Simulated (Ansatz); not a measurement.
# MoS2: the cost of one run

Method: DFT PBE+D3(BJ), scalar-relativistic, plane waves, PAW, in Ansatz 0.2.0.

The COD entry's cell or inner coordinates are ideal or old and differ from later refinements, so a difference from it is no clean test against experiment.

16 further runs of the same task are left out: 16 set aside as unsound or not needed.

## 1. The system as given

It takes space group R-3m (No. 166, trigonal). Conventional cell: a = 3.134 Å, b = 3.134 Å, c = 17.864 Å, α = 90.00°, β = 90.00°, γ = 120.00°. Around Mo (site symmetry -3m) lie 6 S at 2.42 Å. S (site symmetry 3m) has 3 Mo at 2.42 Å as nearest neighbours.

As a file:

```xyz
3
Lattice="1.5671 0.9048 5.9545 -1.5671 0.9048 5.9545 0.0000 -1.8095 5.9545" Properties=species:S:1:pos:R:3 pbc="T T T"
Mo    0.0000    0.0000    0.0000
S     0.0000    0.0000   13.5116
S     0.0000    0.0000    4.3520
```

It is the result of an earlier relaxation at this level (volume 16.89 Å³/atom; gap on the mesh: none (metal)).

## 2. The scan

Rigid slide and opening across a plane, one cut a cell; the plane is (0 0 1) of the conventional cell, and the faces at the cut hold S and S.

The axes are (1) slide along a1 + a2 (5.429 Å): 8 values from 0.000 to 0.875, periodic; (2) opening across the cut: 6 values from −0.25 to 2.80 Å.

Nothing else is relaxed (rigid halves). Energies count from the perfect crystal. Points are written as (first, second).

## 3. Point (0.000, 0.35 Å)

input.yaml

```yaml
crystal:
  lattice:
    - [-3.1342106946, 0.0, 0.0]
    - [-1.5671053473, -2.7143060823, 0.0]
    - [0.0, 0.0, 18.2135570258]
  atoms:
    - { symbol: Mo, position: [0.6666666667, 0.6666666667, 0.1634802705] }
    - { symbol: Mo, position: [1.0, 0.0, 0.8173359672] }
    - { symbol: Mo, position: [0.3333333333, 0.3333333333, 0.4904081189] }
    - { symbol: S, position: [0.6666666667, 0.6666666667, 0.9053210343] }
    - { symbol: S, position: [0.0, 1.0, 0.578393186] }
    - { symbol: S, position: [0.3333333333, 0.3333333333, 0.2514653376] }
    - { symbol: S, position: [0.6666666667, 0.6666666667, 0.4024230518] }
    - { symbol: S, position: [1.0, 0.0, 0.0754952035] }
    - { symbol: S, position: [0.3333333333, 0.3333333333, 0.7293509001] }
basis:
  ecutwfc: 420
kpoints:
  mp_grid: { grid: [14, 14, 3] }
hamiltonian:
  xc: pbe
  dispersion: d3bj
scf:
  occupations: { method: gaussian, width: 0.15 }
output:
  forces: true
  stress: true
  eigenvalues: true
```

On the command line:

```
ansatz run input.yaml --threads 4 --pin off --max-ram 8192MiB --backend cpu --events-out ev --progress --plain --runs-dir out
```

Q: Estimate wall time and peak memory on 4 threads of Intel Xeon at 2.70GHz, shared host.

About 7.6 s, with a peak of 0.74 GiB.
